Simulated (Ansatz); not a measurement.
# Co (P6_3/mmc) in Ansatz: notebook

The runs below take Co through single point, equation of state, with PBE.

All numbers are computed with Ansatz 0.2.0; they aren't measurements. Logs are shortened: lines on timing, memory, paths and dates and some standing lists are left out, and cuts for length are marked.

## (1) The crystal as given

It takes space group P6_3/mmc (No. 194, hexagonal). Conventional cell: a = 2.472 Å, b = 2.472 Å, c = 4.021 Å, α = 90.00°, β = 90.00°, γ = 120.00°. Around Co (site symmetry -6m2) lie 12 Co at 2.47 Å.

## (2) Single point, PBE, collinear spin, ferromagnetic start, 10.00 Å³/atom (volume scaled by 0.94)

The input, input.yaml:

```yaml
crystal:
  lattice:
    - [2.4215367659, 0.0, 0.0]
    - [-1.210768383, 2.0971123555, 0.0]
    - [0.0, 0.0, 3.9390568819]
  atoms:
    - { symbol: Co, position: [0.6666666667, 0.3333333333, 0.75], spin: 2.0 }
    - { symbol: Co, position: [0.3333333333, 0.6666666667, 0.25], spin: 2.0 }
hamiltonian:
  xc: pbe
  pseudopotentials: { kind: paw, source: jth }
magnetization:
  spin_polarized: true
kpoints:
  mp_grid: { grid: [12, 12, 7] }
scf:
  occupations: { method: fermi_dirac, width: 0.05 }
output:
  forces: true
  stress: true
  eigenvalues: true
  write_density: true
  write_potential: true
  elf: true
  volumetric_format: npy
```

Potentials or basis: JTH PAW.

Launch:

```sh
$ ansatz run input.yaml --threads 2 --pin off --max-ram 5632MiB --backend cpu --events-out ev --progress --plain --runs-dir out
```

What it wrote:

```text
Warning: the checks of this Co dataset prove no rule for summing its radial tables, as where they were carried onto another mesh than they were made on, and Gregory's rule is taken, under which a leading mesh point left out moves its sums only by what lay on the interval it spanned. That does not make them correct, and they differ from Quantum ESPRESSO's on this file; a re-export a fraction of a mesh step off can move them. hamiltonian.pseudopotentials.radial_quadrature: simpson_from_first_knot sums it by `pw.x`'s rule; on a PAW file no value gives `pw.x`'s numbers. What more to know: hamiltonian.pseudopotentials.radial_quadrature, in the input reference
Warning: RAYON_NUM_THREADS=2 ignored (pool sized by the plan → 2); use --threads N
Engine: ansatz 0.2.0, aarch64-unknown-linux-gnu
Pseudopotentials: kind: paw
Pseudopotential: Co, paw, valence charge 17, recommended cutoff 1320 eV (normal), Co.paw.azcp
Functional definition: PBE
  parameter kappa = 0.804
  parameter beta = 0.06672455060314922
  exchange = pbe_x(kappa = kappa, mu = beta*pi^2/3)
  correlation = pbe_c(beta = beta)
Crystal: 2 atoms, lattice volume = 20.003 Å³
Basis set: ecut = 1320 eV, 2189 PW (Γ), exchange–correlation on 60×60×96 points (8 copies of the dense FFT grid, shifted against one another)
Bands: 23, of which v1, the nominal top of the filled ones, is band 17 counted from 1 (16 counted from 0)
Symmetry: 24 space group operations
Space group: P63/mmc (ITA 194), of the structure as read, at distance tolerance 2.7e-5 Å
Magnetic group: BNS 194.263 (UNI 1493), of the structure as read, at distance tolerance 2.7e-5 Å
k-points: 76 of 1008
Non-local potential: Co, projectors of the file, l = 0: 2, l = 1: 2, l = 2: 2
PAW form: soft (Blöchl's): semilocal exchange-correlation on the pseudo side does not see the compensation charge
PAW one-centre angular grid: Co, 590 points (default); XC on 64 Gauss nodes
Initial density: superposition of atomic densities (chi_scale 0.1, normalization cell)
Starting moments: Σ|m| = 4 μB on 2 of 2 sites
Initial wavefunctions: pseudopotential atomic-orbital guess
Functional: x = pbe(κ = 0.804, μ = 0.2195149727645171), c = pbe(β = 0.06672455060314922)
SCF iter   1: F=—  HF=-10252.133010 eV  |F-HF|=—  |Δ(HF+E_count)|=         —  Δρ=1.25e-1 (↑1.25e-1 ↓9.04e-2)  dr2=6.21e0  dr2_m=2.06e-1  M=2.876 μB ∫|m|=2.919 μB  β_m=0.30  ethr=3.10e-3  ⟨swp⟩=7.1  Hψ=18909  notcnv=0
Mixer restart at iter 1: flushing history
preconditioner: auto → none  [metal: Δε(μ)=0.024 eV  Ē_g=10.285 eV  σ=0.050 eV  W_gap=0.12  n_scr=2 (ndim 8)  ℏωp=35.2 eV  f_vac=0.000  D(μ)=2.09/eV (n_scr^D=22)  sad-step TF]
SCF iter   2: F=—  HF=-10251.185370 eV  |F-HF|=—  |Δ(HF+E_count)|=   9.48e-1  Δρ=4.99e-2 (↑4.47e-2 ↓4.99e-2)  dr2=1.27e0  dr2_m=4.93e-2  M=3.030 μB ∫|m|=3.119 μB  β_m=0.38  ethr=3.10e-3  ⟨swp⟩=3.3  Hψ=8058  notcnv=0  defer=74
SCF iter   3: F=—  HF=-10251.106045 eV  |F-HF|=—  |Δ(HF+E_count)|=   7.93e-2  Δρ=2.04e-2 (↑1.58e-2 ↓2.04e-2)  dr2=9.23e-2  dr2_m=2.68e-2  M=3.068 μB ∫|m|=3.234 μB  β_m=0.68  ethr=3.10e-3  ⟨swp⟩=2.2  Hψ=5755  notcnv=0  defer=69
SCF iter   4: F=—  HF=-10251.071191 eV  |F-HF|=—  |Δ(HF+E_count)|=   3.49e-2  Δρ=6.09e-3 (↑6.09e-3 ↓2.35e-3)  dr2=2.13e-3  dr2_m=3.24e-3  M=3.046 μB ∫|m|=3.311 μB  β_m=0.84  ethr=2.72e-4  ⟨swp⟩=3.2  Hψ=7368  notcnv=0  defer=62
SCF iter   5: F=—  HF=-10251.072670 eV  |F-HF|=—  |Δ(HF+E_count)|=   1.48e-3  Δρ=2.95e-3 (↑2.95e-3 ↓1.47e-4)  dr2=1.08e-3  dr2_m=4.24e-4  M=3.044 μB ∫|m|=3.324 μB  β_m=0.92  ethr=6.26e-6  ⟨swp⟩=1.5  Hψ=4735  notcnv=0  defer=62
SCF iter   6: F=—  HF=-10251.072493 eV  |F-HF|=—  |Δ(HF+E_count)|=   1.76e-4  Δρ=4.38e-4 (↑3.29e-5 ↓4.38e-4)  dr2=2.67e-5  dr2_m=8.97e-6  M=3.042 μB ∫|m|=3.330 μB  β_m=0.90  ethr=3.17e-6  ⟨swp⟩=2.1  Hψ=5638  notcnv=0  defer=62
SCF iter   7: F=—  HF=-10251.072503 eV  |F-HF|=—  |Δ(HF+E_count)|=   9.84e-6  Δρ=8.87e-5 (↑8.87e-5 ↓7.68e-5)  dr2=3.70e-6  dr2_m=6.77e-8  M=3.043 μB ∫|m|=3.332 μB  β_m=0.95  ethr=7.84e-8  ⟨swp⟩=1.7  Hψ=4919  notcnv=0  defer=62
SCF iter   8: F=—  HF=-10251.072506 eV  |F-HF|=—  |Δ(HF+E_count)|=   2.30e-6  Δρ=1.19e-5 (↑3.23e-6 ↓1.19e-5)  dr2=1.90e-8  dr2_m=7.84e-9  M=3.043 μB ∫|m|=3.332 μB  β_m=0.95  ethr=1.09e-8  ⟨swp⟩=2.2  Hψ=5192  notcnv=0  defer=62
SCF iter   9: F=-10251.072506 eV  HF=-10251.072506 eV  |F-HF|=4.37e-11  |Δ(HF+E_count)|=   1.15e-8  Δρ=6.86e-7 (↑6.86e-7 ↓5.06e-7)  dr2=6.57e-11  dr2_m=3.71e-11  M=3.043 μB ∫|m|=3.332 μB  ethr=5.59e-11  ⟨swp⟩=8.8  Hψ=23206  notcnv=0
SCF 1 converged in 9 iterations: F = -10251.072506 eV  dr2 = 6.57e-11
SCF converged after 9 iterations
Magnetization: 3.0428 μB (18.5214 up, 15.4786 down)
Absolute magnetization: 3.3316 μB (∫|ρ↑−ρ↓|, with the PAW one-centre terms)
Spin contamination: 0.0447 ħ² per cell (⟨S²⟩ above its minimum at these occupations)
Per-site moments (μB) at R_I (Å): [(1.5881826049972283, 0.9963096809807415), (1.5881826049972287, 0.9963096809807415)]
Free energy (F): -10251.072506 eV
Harris-Foulkes:  -10251.072506 eV  (|F-HF|=4.37e-11)
Internal energy: -10251.058120 eV  (E = F + TS)
E sigma→0 (E₀):  -10251.065313 eV
Entropy (-TS):   -0.014385 eV (-7.193 meV/atom)
Fermi energy:    21.788581 eV
--- Per-component energies (eV) ---
  E_band       = -386.563802
  E_kinetic    = 644.609160
  E_local      = -6039.322568  (includes V_loc(G=0)·N_el)
  E_nonlocal   = 1743.082342
  E_hartree    = 1788.532418
  E_xc         = -173.177854
  E_vxc        = -225.725645  (∫ρ·V_xc dr)
  E_paw        = -2636.351066  (= ΣΔE_a)
  E_vpaw       = -86.271337  (= ΣTr[D̂ρ^β])
  E_aug_tail   = -0.000031  (compensation charges beyond the density's cutoff)
  E_ewald      = -5578.430520
  E_smearing   = -0.014385  (= −TS)
  E_closure    = 0.000000  (closes the sum)
  Σ components = -10251.072506   (vs F -10251.072506, Δ=0.00e0)
--- Forces (eV/Å), atoms counted from 1 ---
  atom   1  Co    -0.00000000    -0.00000000     0.00000000
  atom   2  Co     0.00000000     0.00000000     0.00000000
  max |Σ_I F_I| component: 4.63e-18 eV/Å
--- Stress (GPa, compression-positive) ---
       22.157561       0.000000       0.000000
        0.000000      22.157561       0.000000
        0.000000       0.000000      19.281640
  P = ⅓ Tr σ = 21.1989 GPa (211.989 kbar)
--- Band table (eV; the first three rows and the last of 152) ---
  k-point 0 ↑: bands = ["-74.3122", "-74.2332", "-37.7555", "-37.3784", "-37.3784", "-37.3238", "-37.3179", "-37.3179", "12.2876", "16.2184", "19.0350", "19.0960", "19.0960", "19.4503", "19.4503", "19.8760", "19.8760", "21.1088", "21.1088", "21.5202", "28.7773", "44.3286", "47.6180"]
  k-point 1 ↑: bands = ["-74.3083", "-74.2371", "-37.7345", "-37.3754", "-37.3754", "-37.3455", "-37.3209", "-37.3209", "12.5054", "16.1750", "18.9752", "19.0418", "19.0418", "19.3891", "19.3891", "20.0120", "20.0120", "20.7689", "21.0961", "21.0961", "29.9427", "44.1980", "46.2886"]
  k-point 2 ↑: bands = ["-74.2974", "-74.2481", "-37.6754", "-37.4062", "-37.3670", "-37.3670", "-37.3293", "-37.3293", "13.1367", "15.9156", "18.8252", "18.9761", "18.9761", "19.2429", "19.2429", "19.4984", "20.3059", "20.3059", "21.0315", "21.0315", "32.5660", "42.6096", "44.7723"]
  k-point 75 ↓: bands = ["-72.2549", "-72.2549", "-35.7693", "-35.7693", "-35.6975", "-35.6665", "-35.4869", "-35.4869", "18.7675", "18.8641", "18.8959", "18.8959", "19.8244", "19.8244", "21.3912", "21.6816", "22.9496", "22.9496", "28.6059", "28.6059", "29.7450", "31.0500", "32.9728"]
```

Wall time 10 s (2 threads of Arm Neoverse V2, shared host); peak memory 0.54 GiB.

Results:

- Free energy: -10251.0725 eV
- Pressure: 21.2 GPa
- Band gap on the k mesh: none (metal or under the smearing width)
- Net moment: 3.04 μB per cell
- Absolute moment: 3.33 μB per cell
- Site moments: Co +1.59 μB

## (3) Single point, PBE, collinear spin, ferromagnetic start, 10.21 Å³/atom (volume scaled by 0.96)

Changes to input.yaml since step 2:

```diff
@@ -2,5 +2,5 @@
   lattice:
-    - [2.4215367659, 0.0, 0.0]
-    - [-1.210768383, 2.0971123555, 0.0]
-    - [0.0, 0.0, 3.9390568819]
+    - [2.4385904036, 0.0, 0.0]
+    - [-1.2192952018, 2.1118812389, 0.0]
+    - [0.0, 0.0, 3.9667976331]
   atoms:
```

Potentials or basis: JTH PAW.

Launch:

```sh
$ ansatz run input.yaml --threads 2 --pin off --max-ram 5632MiB --backend cpu --events-out ev --progress --plain --runs-dir out
```

It took 11 s on 2 threads of Arm Neoverse V2, shared host; peak memory 0.55 GiB.

Results (log left out):

```yaml
Free_energy: -10251.1207 eV
Pressure: 15.2 GPa
Band_gap_on_the_k_mesh: none (metal or under the smearing width)
Net_moment: 3.10 μB per cell
Absolute_moment: 3.40 μB per cell
Site_moments: Co +1.62 μB
```

## (4) Single point, PBE, collinear spin, ferromagnetic start, 10.43 Å³/atom (volume scaled by 0.98)

Changes to input.yaml since step 3:

```diff
@@ -2,5 +2,5 @@
   lattice:
-    - [2.4385904036, 0.0, 0.0]
-    - [-1.2192952018, 2.1118812389, 0.0]
-    - [0.0, 0.0, 3.9667976331]
+    - [2.4554087999, 0.0, 0.0]
+    - [-1.2277044, 2.1264463974, 0.0]
+    - [0.0, 0.0, 3.9941557227]
   atoms:
@@ -21,5 +21 @@
   eigenvalues: true
-  write_density: true
-  write_potential: true
-  elf: true
-  volumetric_format: npy
```

Launch:

```sh
$ ansatz run input.yaml --threads 2 --pin off --max-ram 5632MiB --backend cpu --events-out ev --progress --plain --runs-dir out
```

Wall time 9 s (2 threads of Arm Neoverse V2, shared host); peak memory 0.54 GiB.

Results (log left out):

```
Free energy            : -10251.1538 eV
Pressure               : 9.9 GPa
Band gap on the k mesh : none (metal or under the smearing width)
Net moment             : 3.16 μB per cell
Absolute moment        : 3.47 μB per cell
Site moments           : Co +1.65 μB
```

## (5) Single point, PBE, collinear spin, ferromagnetic start, 10.64 Å³/atom

Changes to input.yaml since step 4:

```diff
@@ -2,5 +2,5 @@
   lattice:
-    - [2.4554087999, 0.0, 0.0]
-    - [-1.2277044, 2.1264463974, 0.0]
-    - [0.0, 0.0, 3.9941557227]
+    - [2.4719999032, 0.0, 0.0]
+    - [-1.2359999516, 2.1408147143, 0.0]
+    - [0.0, 0.0, 4.02114408]
   atoms:
```

Launch:

```sh
$ ansatz run input.yaml --threads 2 --pin off --max-ram 5632MiB --backend cpu --events-out ev --progress --plain --runs-dir out
```

Run time: 9.5 s. Hardware: 2 threads of Arm Neoverse V2, shared host; peak memory 0.55 GiB.

Results (log left out):

```yaml
Free_energy: -10251.1736 eV
Pressure: 5.0 GPa
Band_gap_on_the_k_mesh: none (metal or under the smearing width)
Net_moment: 3.21 μB per cell
Absolute_moment: 3.53 μB per cell
Site_moments: Co +1.68 μB
```

## (6) Single point, PBE, collinear spin, ferromagnetic start, 10.85 Å³/atom (volume scaled by 1.02)

Changes to input.yaml since step 5:

```diff
@@ -2,5 +2,5 @@
   lattice:
-    - [2.4719999032, 0.0, 0.0]
-    - [-1.2359999516, 2.1408147143, 0.0]
-    - [0.0, 0.0, 4.02114408]
+    - [2.4883712406, 0.0, 0.0]
+    - [-1.2441856203, 2.1549927084, 0.0]
+    - [0.0, 0.0, 4.0477749493]
   atoms:
```

Potentials or basis: JTH PAW.

Launch:

```sh
$ ansatz run input.yaml --threads 2 --pin off --max-ram 5632MiB --backend cpu --events-out ev --progress --plain --runs-dir out
```

It took 9.3 s on 2 threads of Arm Neoverse V2, shared host; peak memory 0.55 GiB.

Results (log left out):

* Free energy: -10251.1811 eV
* Pressure: 0.7 GPa
* Band gap on the k mesh: none (metal or under the smearing width)
* Net moment: 3.25 μB per cell
* Absolute moment: 3.58 μB per cell
* Site moments: Co +1.70 μB

## (7) Single point, PBE, collinear spin, ferromagnetic start, 11.07 Å³/atom (volume scaled by 1.04)

Changes to input.yaml since step 6:

```diff
@@ -2,5 +2,5 @@
   lattice:
-    - [2.4883712406, 0.0, 0.0]
-    - [-1.2441856203, 2.1549927084, 0.0]
-    - [0.0, 0.0, 4.0477749493]
+    - [2.5045299482, 0.0, 0.0]
+    - [-1.2522649741, 2.1689865596, 0.0]
+    - [0.0, 0.0, 4.0740599388]
   atoms:
```

Launch:

```sh
$ ansatz run input.yaml --threads 2 --pin off --max-ram 5632MiB --backend cpu --events-out ev --progress --plain --runs-dir out
```

It took 9.9 s on 2 threads of Arm Neoverse V2, shared host; peak memory 0.56 GiB.

Results (log left out):

```yaml
Free_energy: -10251.1776 eV
Pressure: -3.2 GPa
Band_gap_on_the_k_mesh: none (metal or under the smearing width)
Net_moment: 3.29 μB per cell
Absolute_moment: 3.63 μB per cell
Site_moments: Co +1.72 μB
```

## (8) Single point, PBE, collinear spin, ferromagnetic start, 11.28 Å³/atom (volume scaled by 1.06)

Changes to input.yaml since step 7:

```diff
@@ -2,5 +2,5 @@
   lattice:
-    - [2.5045299482, 0.0, 0.0]
-    - [-1.2522649741, 2.1689865596, 0.0]
-    - [0.0, 0.0, 4.0740599388]
+    - [2.5204827983, 0.0, 0.0]
+    - [-1.2602413992, 2.1828021331, 0.0]
+    - [0.0, 0.0, 4.1000100648]
   atoms:
@@ -21 +21,5 @@
   eigenvalues: true
+  write_density: true
+  write_potential: true
+  elf: true
+  volumetric_format: npy
```

Launch:

```sh
$ ansatz run input.yaml --threads 2 --pin off --max-ram 5632MiB --backend cpu --events-out ev --progress --plain --runs-dir out
```

Run time: 13 s. Hardware: 2 threads of Arm Neoverse V2, shared host; peak memory 0.57 GiB.

Results (log left out):

```
Free energy            : -10251.1643 eV
Pressure               : -6.8 GPa
Band gap on the k mesh : none (metal or under the smearing width)
Net moment             : 3.32 μB per cell
Absolute moment        : 3.67 μB per cell
Site moments           : Co +1.74 μB
```

## (9) Equation of state, PBE, collinear spin, ferromagnetic start

Potentials or basis: JTH PAW.

This step only gathers the single runs of the series.

Results:

| Property | Result |
| --- | --- |
| Equilibrium volume | 10.89 Å³/atom |
| Bulk modulus at fixed shape and positions | 208 GPa |
| Pressure derivative of the bulk modulus | 4.2 |

Energy against volume, from the lowest point:
```csv
volume (Å³/atom),energy (meV/atom)
10.002,54.28
10.215,30.20
10.427,13.61
10.640,3.76
10.853,0.00
11.066,1.73
11.279,8.41
```

Caveat: the cell was scaled at fixed shape and fractional positions, which overstates the stiffness of a crystal with free parameters, most of all of layers and chains.
